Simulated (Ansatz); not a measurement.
TiB2 in Ansatz: the effect of functional

Crystal: TiB2.

```xyz
3
Lattice="2.9883 0.0000 0.0000 -1.4941 2.5879 0.0000 0.0000 0.0000 3.1848" Properties=species:S:1:pos:R:3 pbc="T T T"
Ti    0.0000    0.0000    0.0000
B     1.4941    0.8626    1.5924
B     0.0000    1.7253    1.5924
```

The cell isn't the ideal one: volume scaled by 0.96.

Alike in all runs:

* Program: Ansatz 0.2.0
* Task: single point
* Potentials or basis: Ansatz PAW
* k mesh: 10 × 10 × 8
* Occupations: fermi-dirac, width 0.05 eV
* Spin: no spin polarisation

```tsv
functional	cutoff	pressure (GPa)
LDA	420 eV (not typed: the program's choice for these potentials)	?
PBEsol	420 eV (not typed: the program's choice for these potentials)	5.9
r2SCAN	500 eV (not typed: the program's choice for these potentials)	10.3
```

Task: What does the run with functional LDA give?

Result: Pressure -0.7 GPa.

Caveats: the PAW data sets come from PBE, with cores solved anew for the run's functional, which leaves a small shift of forces and pressure.
